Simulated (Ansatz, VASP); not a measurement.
# One calculation of NiO, two programs

Contents of INCAR:

```
SYSTEM = NiO
ALGO = Normal
EDIFF = 1E-6
ENCUT = 520
GGA = PE
ISIF = 2
ISMEAR = -1
LASPH = .True.
LCHARG = .False.
LREAL = .False.
LWAVE = .False.
NBANDS = 15
NELM = 80
PREC = Accurate
SIGMA = 0.03
```

Contents of KPOINTS:

```
k-points
0
Gamma
  8 8 8
  0 0 0
```

POSCAR

```
NiO
1.0
    0.0000000000      2.0893000000      2.0893000000
    2.0893000000      0.0000000000      2.0893000000
    2.0893000000      2.0893000000      0.0000000000
O Ni
1 1
Direct
    0.5000000000      0.5000000000      0.5000000000
    0.0000000000      0.0000000000      0.0000000000
```

Input for Ansatz:

```yaml
crystal:
  lattice:
    - [0.0, 2.0893, 2.0893]
    - [2.0893, 0.0, 2.0893]
    - [2.0893, 2.0893, 0.0]
  atoms:
    - { symbol: O, position: [0.5, 0.5, 0.5] }
    - { symbol: Ni, position: [0.0, 0.0, 0.0] }
hamiltonian:
  xc: pbe
  pseudopotentials: { kind: paw }
basis:
  ecutwfc: 420
kpoints:
  mp_grid: { grid: [8, 8, 8] }
scf:
  occupations: { method: fermi_dirac, width: 0.03 }
  lower_state_search: "off"
output:
  forces: true
  stress: true
  write_density: true
  write_potential: true
  elf: true
  volumetric_format: npy
```

Alike in both runs: task single point; functional PBE; k mesh 8 × 8 × 8; occupations fermi-dirac, width 0.03 eV; no spin polarisation.

|  | VASP | Ansatz |
| --- | --- | --- |
| version | VASP 6.6.1 | Ansatz 0.2.0 |
| potentials or method | VASP PAW PBE potentials, release 64 (O, Ni) | PAW, plane waves, scalar-relativistic |
| plane-wave cutoff (eV) | 520 | 420 |
| valence electrons in the cell | 16 | 24 |

```csv
,VASP,Ansatz,Ansatz less VASP
pressure (GPa),-2.0,-2.2,-0.17
```

The two sets of potentials don't hold the same shells in valence.

Caveats: the run has no spin polarisation, though such a crystal can be magnetic; semilocal functionals often make such compounds metallic where correlation or magnetic order opens a gap, which also shifts bond lengths. Spin polarisation is off, so any magnetic state and its effect on volume and gap are missing.
